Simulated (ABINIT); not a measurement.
A run of ABINIT 10.8.3 (patched build):

run.abi

```
# Pseudopotentials
pp_dirpath "./"
pseudos "As.LDA_PW-JTH.xml, Ga.LDA_PW-JTH.xml"

# Structure
acell 3*1.0 Angstrom
rprim
     0.0000000000     2.8268500000     2.8268500000
     2.8268500000     0.0000000000     2.8268500000
     2.8268500000     2.8268500000     0.0000000000
ntypat 2
znucl 33 31
natom 2
typat 1 2
xred
     0.7500000000     0.7500000000     0.7500000000
     0.0000000000     0.0000000000     0.0000000000

# Plane-wave basis
ecut 17.0
pawecutdg 34.0

# k points
kptopt 1
ngkpt 10 10 10
nshiftk 1
shiftk 0.0 0.0 0.0

# Exchange and correlation
ixc 7

# Bands and occupations
nband 18
occopt 3
tsmear 0.00183747

# SCF cycle
nstep 100
tolvrs 1.0e-9

# Output
iomode 3
prtwf 0
prtden 0
prteig 0
prtebands 0
enunit 2
```

Potentials or basis: JTH PAW LDA v2.0.

Command:

```console
$ abinit run.abi > log 2>&1
```

Hardware: 1 thread of Arm Neoverse V1 (shared host).

**Question.** Estimate the wall time of this run.

**Answer.** Run time: 31 s on 1 thread of Arm Neoverse V1, with other jobs on the host, peak memory 0.12 GiB. Counts: scf iterations 11, k points 47, bands 18, plane waves 1032.
